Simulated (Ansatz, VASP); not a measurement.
# NaF: VASP beside Ansatz

```
CELL_PARAMETERS angstrom
0.00000 2.28589 2.28589
2.28589 0.00000 2.28589
2.28589 2.28589 0.00000
ATOMIC_POSITIONS crystal
Na 0.00000 0.00000 0.00000
F 0.50000 0.50000 0.50000
```

The cell is a database's computed one.

Alike in both runs: task single point; functional PBE; k mesh 8 × 8 × 8; occupations gaussian, width 0.1 eV; no spin polarisation.

|  | VASP | Ansatz |
| --- | --- | --- |
| version | VASP 6.6.1 | Ansatz 0.2.0 |
| potentials or method | VASP PAW PBE potentials, release 64 (Na_pv, F) | scalar-relativistic, plane waves, PAW |
| plane-wave cutoff (eV) | 520 | 420 |
| valence electrons in the cell | 14 | 16 |

VASP gave:

```
gap on the k mesh at the Fermi level (eV) : 6.52
least direct gap on the mesh (eV)         : 6.52
pressure (GPa)                            : 4.5
```

Q: Estimate Ansatz's values.

A: gap on the k mesh at the Fermi level (eV): 6.54; least direct gap on the mesh (eV): 6.54; pressure (GPa): 4.5.

With one functional, cell and mesh, what is left measures potentials, basis and numerics. The two sets of potentials don't hold the same shells in valence.

As with any semilocal functional, this PBE gap is likely too small.
